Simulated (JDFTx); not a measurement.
# PbSe (Clausthalite) (Fm-3m) in JDFTx: further runs

The runs below take PbSe (Clausthalite) through single point, with r2SCAN, PBEsol, LDA.

Program: JDFTx 1.7.0 (patched build). These are calculated values, not measurements. Logs are shortened: lines on timing, memory, paths and dates and some standing lists are left out, and cuts for length are marked. The log counts tension as positive stress, the text compression.

**Measured values to compare with.**

From a printed reference work, monograph, for a bulk crystal of PbSe: band gap 0.15 eV (direct) at 4.2 K; band gap 0.28 eV (direct) at 300 K.

The runs below are set against these values where they give the same quantity.

### Step 1. Starting point

The structure is cubic, space group Fm-3m (No. 225). Conventional cell: a = 6.121 Å, b = 6.121 Å, c = 6.121 Å, α = 90.00°, β = 90.00°, γ = 90.00°. Around Pb (site symmetry m-3m) lie 6 Se at 3.06 Å. Around Se (site symmetry m-3m) lie 6 Pb at 3.06 Å.

### Step 2. Single point, r2SCAN

PbSe.in

```
lattice \
    0.0000000000     3.0606500000     3.0606500000 \
    3.0606500000     0.0000000000     3.0606500000 \
    3.0606500000     3.0606500000     0.0000000000
latt-scale 1.889726124626 1.889726124626 1.889726124626
coords-type Lattice
ion Pb     0.0000000000     0.0000000000     0.0000000000 1
ion Se     0.5000000000     0.5000000000     0.5000000000 1

ion-species pseudo/Pb.upf
ion-species pseudo/Se.upf
elec-cutoff 40 320
elec-ex-corr mgga-x-r2scan mgga-c-r2scan
kpoint-folding 2 2 2
elec-smearing Fermi 0.0018374661
elec-n-bands 16
electronic-SCF nIterations 100 energyDiffThreshold 1e-09
electronic-minimize nIterations 30 energyDiffThreshold 1e-7
converge-empty-states yes
forces-output-coords Cartesian

dump-name run.$VAR
dump End Ecomponents EigStats BandEigs Kpoints Forces Stress ElecDensity KEdensity
```

Potentials or basis: SG15-PBE-1.2 with smoothed tails.

The run is started by

```sh
> jdftx -c 1 -i PbSe.in -o PbSe.out
```

The program printed:

```text
*************** JDFTx 1.7.0 (patched build) ***************

[... 9 lines left out ...]
---------- Initializing the Grid ----------
R =
[            0      5.78379      5.78379  ]
[      5.78379            0      5.78379  ]
[      5.78379      5.78379            0  ]
unit cell volume = 386.961
G =
[  -0.543172   0.543172   0.543172  ]
[   0.543172  -0.543172   0.543172  ]
[   0.543172   0.543172  -0.543172  ]
Minimum fftbox size, Smin = [  68  68  68  ]
Chosen fftbox size, S = [  70  70  70  ]

---------- Initializing tighter grid for wavefunction operations ----------
R =
[            0      5.78379      5.78379  ]
[      5.78379            0      5.78379  ]
[      5.78379      5.78379            0  ]
unit cell volume = 386.961
G =
[  -0.543172   0.543172   0.543172  ]
[   0.543172  -0.543172   0.543172  ]
[   0.543172   0.543172  -0.543172  ]
Minimum fftbox size, Smin = [  48  48  48  ]
Chosen fftbox size, S = [  48  48  48  ]

---------- Exchange Correlation functional ----------
Initialized LibXC exchange functional 'Re-regularized SCAN exchange by Furness et al'
Initialized LibXC correlation functional 'Re-regularized SCAN correlation by Furness et al'

---------- Setting up pseudopotentials ----------
Width of ionic core gaussian charges (only for fluid interactions / plotting) set to 0

Reading pseudopotential file 'pseudo/Pb.upf':
  'Pb' pseudopotential, 'PBE' functional
  Generated using ONCVPSP code by D. R. Hamann
  14 valence electrons, 0 orbitals, 8 projectors, 602 radial grid points, with lMax = 3
  Core radius for overlap checks: 3.09 bohrs.

Reading pseudopotential file 'pseudo/Se.upf':
  'Se' pseudopotential, 'PBE' functional
  Generated using ONCVPSP code by D. R. Hamann
  6 valence electrons, 0 orbitals, 6 projectors, 602 radial grid points, with lMax = 2
  Core radius for overlap checks: 2.56 bohrs.

Initialized 2 species with 2 total atoms.

Folded 1 k-points by 2x2x2 to 8 k-points.

---------- Setting up k-points, bands, fillings ----------
Reduced to 3 k-points under symmetry.
Computing the number of bands and number of electrons
Calculating initial fillings.
nElectrons:  20.000000   nBands: 16   nStates: 3

----- Setting up reduced wavefunction bases (one per k-point) -----
average nbasis = 4682.625 , ideal nbasis = 4675.753

---------- Setting up ewald sum ----------
Optimum gaussian width for ewald sums = 2.626897 bohr.
Real space sum over 1331 unit cells with max indices [  5  5  5  ]
Reciprocal space sum over 2197 terms with max indices [  6  6  6  ]

---------- Allocating electronic variables ----------
Initializing wave functions:  (No orbitals for LCAO)  bandwidth-limited random numbers

Setting the auxilliary hamiltonian equal to the subspace hamiltonian.

-------- Electronic minimization -----------
Will mix electronic and kinetic density at each iteration.
	FillingsUpdate:  mu: +0.746879973  nElectrons: 20.000000
	FillingsUpdate:  mu: -0.000000000  nElectrons: 20.000000
SCF: Cycle:  0   F: -56.325029354291161   dF: -1.280e+01   |Residual|: 3.952e+00   |deigs|: 1.155e+00
	FillingsUpdate:  mu: -0.000000000  nElectrons: 20.000000
SCF: Cycle:  1   F: -59.542504775055995   dF: -3.217e+00   |Residual|: 5.004e+00   |deigs|: 2.805e-01
	FillingsUpdate:  mu: -0.000000000  nElectrons: 20.000000
SCF: Cycle:  2   F: -55.788712430924747   dF: +3.754e+00   |Residual|: 7.774e+00   |deigs|: 3.600e-01
	FillingsUpdate:  mu: +0.477293545  nElectrons: 20.000000
SCF: Cycle:  3   F: -58.473074000241780   dF: -2.684e+00   |Residual|: 2.962e+00   |deigs|: 1.244e+00
	FillingsUpdate:  mu: +0.277980637  nElectrons: 20.000000
SCF: Cycle:  4   F: -65.011123425330254   dF: -6.538e+00   |Residual|: 1.331e+00   |deigs|: 2.887e-01
	FillingsUpdate:  mu: +0.271431691  nElectrons: 20.000000
SCF: Cycle:  5   F: -64.879113629074865   dF: +1.320e-01   |Residual|: 1.904e+00   |deigs|: 3.573e-02
	FillingsUpdate:  mu: +0.318584426  nElectrons: 20.000000
SCF: Cycle:  6   F: -65.557532807515358   dF: -6.784e-01   |Residual|: 1.069e+00   |deigs|: 1.028e-01
	FillingsUpdate:  mu: +0.312061383  nElectrons: 20.000000
SCF: Cycle:  7   F: -65.557974754678881   dF: -4.419e-04   |Residual|: 8.917e-01   |deigs|: 1.365e-02
	FillingsUpdate:  mu: +0.321863758  nElectrons: 20.000000
SCF: Cycle:  8   F: -65.572126465521492   dF: -1.415e-02   |Residual|: 1.227e-01   |deigs|: 1.759e-02
	FillingsUpdate:  mu: +0.332595101  nElectrons: 20.000000
SCF: Cycle:  9   F: -65.569562754553417   dF: +2.564e-03   |Residual|: 1.958e-01   |deigs|: 3.805e-02
	FillingsUpdate:  mu: +0.326088154  nElectrons: 20.000000
SCF: Cycle: 10   F: -65.572873826008291   dF: -3.311e-03   |Residual|: 8.350e-02   |deigs|: 1.645e-02
	FillingsUpdate:  mu: +0.325377170  nElectrons: 20.000000
SCF: Cycle: 11   F: -65.573867340662630   dF: -9.935e-04   |Residual|: 6.316e-03   |deigs|: 9.381e-03
	FillingsUpdate:  mu: +0.324420106  nElectrons: 20.000000
SCF: Cycle: 12   F: -65.573879469940991   dF: -1.213e-05   |Residual|: 7.075e-03   |deigs|: 1.151e-03
	FillingsUpdate:  mu: +0.324603650  nElectrons: 20.000000
SCF: Cycle: 13   F: -65.573886883938684   dF: -7.414e-06   |Residual|: 4.731e-03   |deigs|: 4.568e-04
	FillingsUpdate:  mu: +0.324860425  nElectrons: 20.000000
SCF: Cycle: 14   F: -65.573888924292746   dF: -2.040e-06   |Residual|: 1.438e-03   |deigs|: 5.657e-04
	FillingsUpdate:  mu: +0.324878561  nElectrons: 20.000000
SCF: Cycle: 15   F: -65.573889207763727   dF: -2.835e-07   |Residual|: 1.067e-04   |deigs|: 1.114e-04
	FillingsUpdate:  mu: +0.324876057  nElectrons: 20.000000
SCF: Cycle: 16   F: -65.573889230823255   dF: -2.306e-08   |Residual|: 4.405e-05   |deigs|: 2.593e-05
	FillingsUpdate:  mu: +0.324874953  nElectrons: 20.000000
SCF: Cycle: 17   F: -65.573889233120539   dF: -2.297e-09   |Residual|: 5.165e-05   |deigs|: 1.662e-05
	FillingsUpdate:  mu: +0.324875770  nElectrons: 20.000000
SCF: Cycle: 18   F: -65.573889233638269   dF: -5.177e-10   |Residual|: 2.326e-05   |deigs|: 1.848e-05
	FillingsUpdate:  mu: +0.324875626  nElectrons: 20.000000
SCF: Cycle: 19   F: -65.573889233684739   dF: -4.647e-11   |Residual|: 1.432e-05   |deigs|: 1.829e-05
SCF: Converged (|Delta E|<1.000000e-09 for 2 iters).

Setting wave functions to eigenvectors of Hamiltonian
Converging empty states (this may take a while): |deigs|: 7.801e-04

# Stress tensor in Cartesian coordinates [Eh/a0^3]:
[ -0.000292134            0            0  ]
[            0 -0.000292134            0  ]
[            0            0 -0.000292134  ]

# Ionic positions in lattice coordinates:
ion Pb   0.000000000000000   0.000000000000000   0.000000000000000 1
ion Se   0.500000000000000   0.500000000000000   0.500000000000000 1

# Forces in Cartesian coordinates:
force Pb  -0.000000000000000   0.000000000000000   0.000000000000000 1
force Se   0.000000000000000  -0.000000000000000   0.000000000000000 1

# Energy components:
   Eewald =      -53.8904018421966526
       EH =       12.9880135100344525
     Eloc =      -28.3218395228026090
      Enl =      -18.3058016571437214
      Exc =       -8.8184470719539956
       KE =       30.7747520003617545
-------------------------------------
     Etot =      -65.5737245837007663
       TS =        0.0001646499839696
-------------------------------------
        F =      -65.5738892336847385

IonicMinimize: Iter:   0  F: -65.573889233684739  |grad|_K:       -nan
IonicMinimize: None of the convergence criteria satisfied after 0 iterations.

Dumping 'run.eigStats' ...
	eMin: -0.315727 at state 2 ( [ +0.000000 +0.500000 +0.500000 ] spin 0 )
	HOMO: +0.315931 at state 1 ( [ +0.000000 +0.000000 +0.500000 ] spin 0 )
	mu  : +0.324876
	LUMO: +0.333820 at state 1 ( [ +0.000000 +0.000000 +0.500000 ] spin 0 )
	eMax: +0.770432 at state 2 ( [ +0.000000 +0.500000 +0.500000 ] spin 0 )
	HOMO-LUMO gap: +0.017889
	Optical gap  : +0.017889 at state 1 ( [ +0.000000 +0.000000 +0.500000 ] spin 0 )
Done!
```

Wall time 65 s (1 thread of Intel Xeon Platinum 8375C at 2.90GHz (Ice Lake), shared host); peak memory 0.24 GiB.

The run converged, but some of its settings lie outside the range that counts as converged, so its numbers aren't taken as properties of the crystal.

Results:

| Quantity | Value |
| --- | --- |
| Free energy | -1784.3564 eV |
| Pressure | 8.6 GPa |

Caveat: the k mesh is coarse (spacing up to 0.89 Å⁻¹), so the values aren't converged; the potentials were made for another functional, which shifts forces and pressure.

### Step 3. Single point, PBEsol

PbSe.in

```
include PbSe.lattice
coords-type Lattice
include PbSe.ionpos

ion-species pseudo/Pb.upf
ion-species pseudo/Se.upf
elec-cutoff 43 344
elec-ex-corr gga-PBEsol
kpoint-folding 8 8 8
elec-smearing Fermi 0.0018374661
elec-n-bands 22
electronic-SCF nIterations 100 energyDiffThreshold 1e-09
electronic-minimize nIterations 30 energyDiffThreshold 1e-7
converge-empty-states yes
forces-output-coords Cartesian

dump-name run.$VAR
dump End Ecomponents EigStats BandEigs Kpoints Forces Stress ElecDensity
```

PbSe.lattice

```
lattice \
    0.0000000000     5.7837902633     5.7837902633 \
    5.7837902633     0.0000000000     5.7837902633 \
    5.7837902633     5.7837902633     0.0000000000
```

PbSe.ionpos

```
ion Pb     0.0000000000     0.0000000000     0.0000000000 1
ion Se     0.5000000000     0.5000000000     0.5000000000 1
```

Potentials or basis: PseudoDojo-SR-PBEsol-0.4.1-standard with smoothed tails.

The run is started by

```sh
> jdftx -c 1 -i PbSe.in -o PbSe.out
```

Wall time 2 min (1 thread of Intel Xeon 6975P-C (Granite Rapids), shared host); peak memory 0.22 GiB.

The run converged. Its results:

- Free energy: -4674.9885 eV
- Pressure: -0.5 GPa
- Band gap on the k mesh: 0.21 eV, direct
- Loewdin charges: Pb +0.36; Se -0.32 e

Levels at points of the mesh, in eV from the valence-band top:
```csv
k point,band 11,band 12,band 13,band 14,band 15,band 16,band 17,band 18,band 19
"(0.00, 0.00, 0.00)",-13.60,-6.33,-1.86,-1.86,-1.86,4.68,4.68,4.68,6.47
"(0.00, 0.00, 0.50)",-12.53,-8.83,-1.45,-1.45,0.00,0.21,1.66,1.66,8.42
"(0.00, 0.50, 0.50)",-12.16,-7.40,-5.01,-3.24,-3.24,3.60,5.59,5.59,6.01
```

Caveat: spin-orbit coupling is left out, which as a rule narrows the gap of such compounds by several tenths of an eV.

### Step 4. Single point, PBEsol

PbSe.in

```
lattice \
    0.0000000000     3.0606500000     3.0606500000 \
    3.0606500000     0.0000000000     3.0606500000 \
    3.0606500000     3.0606500000     0.0000000000
latt-scale 1.889726124626 1.889726124626 1.889726124626
coords-type Lattice
ion Pb     0.0000000000     0.0000000000     0.0000000000 1
ion Se     0.5000000000     0.5000000000     0.5000000000 1

ion-species pseudo/Pb.upf
ion-species pseudo/Se.upf
elec-cutoff 43 344
elec-ex-corr gga-PBEsol
kpoint-folding 8 8 8
elec-smearing Gauss 0.00091873305
elec-n-bands 22
electronic-SCF nIterations 100 energyDiffThreshold 1e-09
electronic-minimize nIterations 30 energyDiffThreshold 1e-7
converge-empty-states yes
forces-output-coords Cartesian

dump-name run.$VAR
dump End Ecomponents EigStats BandEigs Kpoints Forces Stress
```

Potentials or basis: PseudoDojo-SR-PBEsol-0.4.1-standard with smoothed tails.

The run is started by

```sh
> jdftx -c 1 -i PbSe.in -o PbSe.out
```

The program printed:

```text
*************** JDFTx 1.7.0 (patched build) ***************

[... 9 lines left out ...]
---------- Initializing the Grid ----------
R =
[            0      5.78379      5.78379  ]
[      5.78379            0      5.78379  ]
[      5.78379      5.78379            0  ]
unit cell volume = 386.961
G =
[  -0.543172   0.543172   0.543172  ]
[   0.543172  -0.543172   0.543172  ]
[   0.543172   0.543172  -0.543172  ]
Minimum fftbox size, Smin = [  72  72  72  ]
Chosen fftbox size, S = [  72  72  72  ]

---------- Initializing tighter grid for wavefunction operations ----------
R =
[            0      5.78379      5.78379  ]
[      5.78379            0      5.78379  ]
[      5.78379      5.78379            0  ]
unit cell volume = 386.961
G =
[  -0.543172   0.543172   0.543172  ]
[   0.543172  -0.543172   0.543172  ]
[   0.543172   0.543172  -0.543172  ]
Minimum fftbox size, Smin = [  52  52  52  ]
Chosen fftbox size, S = [  54  54  54  ]

---------- Exchange Correlation functional ----------
Initalized PBEsol GGA exchange.
Initalized PBEsol GGA correlation.

---------- Setting up pseudopotentials ----------
Width of ionic core gaussian charges (only for fluid interactions / plotting) set to 0

Reading pseudopotential file 'pseudo/Pb.upf':
  'Pb' pseudopotential, 'PBESOL' functional
  Generated using ONCVPSP code by D. R. Hamann
  14 valence electrons, 3 orbitals, 6 projectors, 1001 radial grid points, with lMax = 2
    5D    l: 2   occupation: 10.0   eigenvalue: -0.777665
    6S    l: 0   occupation:  2.0   eigenvalue: -0.444510
    6P    l: 1   occupation:  2.0   eigenvalue: -0.129233
  Core radius for overlap checks: 2.30 bohrs.

Reading pseudopotential file 'pseudo/Se.upf':
  'Se' pseudopotential, 'PBESOL' functional
  Generated using ONCVPSP code by D. R. Hamann
  16 valence electrons, 3 orbitals, 6 projectors, 1001 radial grid points, with lMax = 2
    3D    l: 2   occupation: 10.0   eigenvalue: -1.952113
    4S    l: 0   occupation:  2.0   eigenvalue: -0.635470
    4P    l: 1   occupation:  4.0   eigenvalue: -0.239251
  Core radius for overlap checks: 1.83 bohrs.

Initialized 2 species with 2 total atoms.

Folded 1 k-points by 8x8x8 to 512 k-points.

[... 25 lines left out ...]
LCAOMinimize: Iter:   2  F: -171.7736754084343431  |grad|_K:  8.367e-06  alpha:  4.283e-01  linmin:  2.215e-01  cgtest: -5.290e-01
	FillingsUpdate:  mu: +0.361260171  nElectrons: 30.000000
LCAOMinimize: Iter:   3  F: -171.7736757384509474  |grad|_K:  4.721e-06  alpha:  9.529e-01  linmin: -1.889e-05  cgtest:  5.600e-01
	FillingsUpdate:  mu: +0.361285263  nElectrons: 30.000000
LCAOMinimize: Iter:   4  F: -171.7736758041420160  |grad|_K:  1.065e-07  alpha:  4.200e-01  linmin:  2.908e-03  cgtest: -9.567e-03
LCAOMinimize: Converged (|Delta F|<1.000000e-06 for 2 iters).

-------- Electronic minimization -----------
Will mix electronic density at each iteration.
	FillingsUpdate:  mu: +0.361285263  nElectrons: 30.000000
	FillingsUpdate:  mu: +0.348931590  nElectrons: 30.000000
SCF: Cycle:  0   F: -171.800785008537730   dF: -2.711e-02   |Residual|: 3.036e-02   |deigs|: 1.324e-01
	FillingsUpdate:  mu: +0.346929915  nElectrons: 30.000000
SCF: Cycle:  1   F: -171.802577610682505   dF: -1.793e-03   |Residual|: 1.033e-02   |deigs|: 1.058e-02
	FillingsUpdate:  mu: +0.346474828  nElectrons: 30.000000
SCF: Cycle:  2   F: -171.802647998865268   dF: -7.039e-05   |Residual|: 3.756e-03   |deigs|: 2.796e-03
	FillingsUpdate:  mu: +0.346626848  nElectrons: 30.000000
SCF: Cycle:  3   F: -171.802651215956701   dF: -3.217e-06   |Residual|: 6.582e-04   |deigs|: 2.917e-04
	FillingsUpdate:  mu: +0.346668257  nElectrons: 30.000000
SCF: Cycle:  4   F: -171.802651655114289   dF: -4.392e-07   |Residual|: 2.250e-04   |deigs|: 1.142e-04
	FillingsUpdate:  mu: +0.346701759  nElectrons: 30.000000
SCF: Cycle:  5   F: -171.802651790471799   dF: -1.354e-07   |Residual|: 7.943e-05   |deigs|: 1.013e-04
	FillingsUpdate:  mu: +0.346715419  nElectrons: 30.000000
SCF: Cycle:  6   F: -171.802651814940873   dF: -2.447e-08   |Residual|: 1.809e-05   |deigs|: 6.866e-05
	FillingsUpdate:  mu: +0.346715018  nElectrons: 30.000000
SCF: Cycle:  7   F: -171.802651824354456   dF: -9.414e-09   |Residual|: 7.310e-06   |deigs|: 1.687e-04
	FillingsUpdate:  mu: +0.346715407  nElectrons: 30.000000
SCF: Cycle:  8   F: -171.802651826177112   dF: -1.823e-09   |Residual|: 1.431e-06   |deigs|: 9.710e-05
	FillingsUpdate:  mu: +0.346715449  nElectrons: 30.000000
SCF: Cycle:  9   F: -171.802651827205523   dF: -1.028e-09   |Residual|: 1.568e-06   |deigs|: 1.769e-04
	FillingsUpdate:  mu: +0.346715461  nElectrons: 30.000000
SCF: Cycle: 10   F: -171.802651827378355   dF: -1.728e-10   |Residual|: 8.170e-07   |deigs|: 9.461e-05
	FillingsUpdate:  mu: +0.346715434  nElectrons: 30.000000
SCF: Cycle: 11   F: -171.802651827492014   dF: -1.137e-10   |Residual|: 7.392e-07   |deigs|: 1.688e-04
SCF: Converged (|Delta E|<1.000000e-09 for 2 iters).

Setting wave functions to eigenvectors of Hamiltonian
Converging empty states (this may take a while): |deigs|: 4.363e-04

# Stress tensor in Cartesian coordinates [Eh/a0^3]:
[  1.61925e-05            0            0  ]
[            0  1.61925e-05            0  ]
[            0            0  1.61925e-05  ]

# Ionic positions in lattice coordinates:
ion Pb   0.000000000000000   0.000000000000000   0.000000000000000 1
ion Se   0.500000000000000   0.500000000000000   0.500000000000000 1

# Forces in Cartesian coordinates:
force Pb   0.000000000000000  -0.000000000000000   0.000000000000000 1
force Se   0.000000000000000  -0.000000000000000  -0.000000000000000 1

# Energy components:
   Eewald =     -110.6782003378677217
       EH =       49.9332429046478978
     Eloc =     -132.8774375496431617
      Enl =      -66.8809700699016929
      Exc =      -43.7807578689308414
 Exc_core =       19.6151885924443157
       KE =      112.8662827018274299
-------------------------------------
     Etot =     -171.8026516274237849
       TS =        0.0000002000682196
-------------------------------------
        F =     -171.8026518274920136

IonicMinimize: Iter:   0  F: -171.802651827492014  |grad|_K:        nan
IonicMinimize: None of the convergence criteria satisfied after 0 iterations.

#--- Lowdin population analysis ---
# oxidation-state Pb +0.361
# oxidation-state Se -0.320

Dumping 'run.eigStats' ...
	eMin: -1.395592 at state 20 ( [ +0.000000 +0.500000 +0.500000 ] spin 0 )
	HOMO: +0.342864 at state 4 ( [ +0.000000 +0.000000 +0.500000 ] spin 0 )
	mu  : +0.346715
	LUMO: +0.350567 at state 4 ( [ +0.000000 +0.000000 +0.500000 ] spin 0 )
	eMax: +0.810397 at state 27 ( [ +0.125000 +0.500000 -0.375000 ] spin 0 )
	HOMO-LUMO gap: +0.007703
	Optical gap  : +0.007703 at state 4 ( [ +0.000000 +0.000000 +0.500000 ] spin 0 )
Done!
```

Run time: 3.3 min. Hardware: 1 thread of Arm Neoverse V1, shared host; peak memory 0.21 GiB.

What came out:

- Free energy: -4674.9883 eV
- Pressure: -0.5 GPa
- Band gap on the k mesh: 0.21 eV, direct
- Loewdin charges: Pb +0.36; Se -0.32 e

Caveat: spin-orbit coupling is left out, which as a rule narrows the gap of such compounds by several tenths of an eV.

(Continued in part 2 of 2.)
